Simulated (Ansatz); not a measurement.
**ZnTe, pressure series**

The reference is ZnTe in the zinc blende structure (space group F-43m, No. 216; a = 6.179 Å).

Cell and atoms are relaxed at each pressure.

The values are results of PBE/PAW in Ansatz (a first-principles code), no SOC, earlier PAW set, not measurements.

Only one of these has a direct gap. Which?
A. pressure 3 GPa
B. pressure 50 GPa
C. pressure 75 GPa

A, pressure 3 GPa. Computed: pressure 3 GPa: direct at Γ; pressure 50 GPa: indirect, Γ → a point along ⟨100⟩, about 1.0 Å⁻¹ from Γ; pressure 75 GPa: indirect, Γ → a point along ⟨100⟩, about 1.1 Å⁻¹ from Γ

With Te present, leaving out spin-orbit coupling can change the band edges. Load acts through the strain it causes; cell and atoms are relaxed under it. Stability against distortions was not tested. Measured, ZnTe leaves this structure (for cinnabar) near 9.5 GPa (temperature not stated; as listed in Datta, Sujoy, Jana, Debnarayan, arXiv (2020)), on rising pressure, with hysteresis.
